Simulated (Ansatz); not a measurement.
Crystal: KBr.

```xyz
2
Lattice="0.0000 3.3000 3.3000 3.3000 0.0000 3.3000 3.3000 3.3000 0.0000" Properties=species:S:1:pos:R:3 pbc="T T T"
Br    3.3000    3.3000    3.3000
K     0.0000    0.0000    0.0000
```

Base run:

| Item | Value |
| --- | --- |
| Program | Ansatz 0.2.0 |
| Functional | PBE |
| Potentials or basis | all-electron PAW datasets made for the crystal |
| Cutoff | 200 eV (chosen from the basis error) |
| k mesh | 6 × 6 × 6 |
| Occupations | fermi-dirac, width 0.05 eV |
| Spin | no spin polarisation |

Its results: band gap on the k mesh 4.44 eV, direct; pressure 0.7 GPa.

**Question.** The run is repeated on the same cell with these changes: functional from PBE to PBE0; cutoff from 200 eV (chosen from the basis error) to 220 eV (chosen from the basis error). What comes out?

**Answer.** Band gap on the k mesh 6.32 eV, direct; pressure 0.4 GPa.

PBE0 gives the wider gap, since exact exchange removes part of the self-interaction.

